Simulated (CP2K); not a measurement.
Cu under changes of volume

One of the cells (11.810 Å³/atom); the others are scaled copies at fixed shape and fractional positions:

```
Cu
1.0
     2.55619    0.00000    0.00000
     1.27810    2.21373    0.00000
     1.27810    0.73791    2.08712
Cu
1
Direct
  0.00000 0.00000 0.00000
```

| Item | Value |
| --- | --- |
| Program | CP2K 2026.2 |
| Functional | r2SCAN |
| Potentials or basis | POTENTIAL_UZH Cu GTH-SCAN-q11; TZVP-MOLOPT-SCAN-GTH basis |
| Density cutoff | 9184 eV |
| k mesh | 13 × 13 × 13 |
| Occupations | fermi-dirac, width 0.05 eV |
| Spin | no spin polarisation |

| volume (Å³/atom) | energy over the lowest point (meV/atom) | pressure (GPa) |
| --- | --- | --- |
| 11.102 | 4.70 | 5.1 |
| 11.338 | 0.00 | 1.3 |
| 11.574 | ? | ? |
| 11.810 | 5.61 | -4.9 |
| 12.047 | 2.74 | -8.0 |
| 12.283 | 16.44 | -10.6 |
| 12.519 | 33.82 | -13.0 |

What does the run at 11.574 Å³/atom give?

Energy over the lowest point 0.50 meV/atom; pressure -2.0 GPa.

The energies don't lie on one smooth curve, so no fit is given. The run at 12.047 Å³/atom lies farthest off, from a change of basis, grid or state.

Energies are extrapolated to zero smearing.

Caveats: the basis of atomic orbitals isn't converged, which shifts pressures, moduli and gaps.
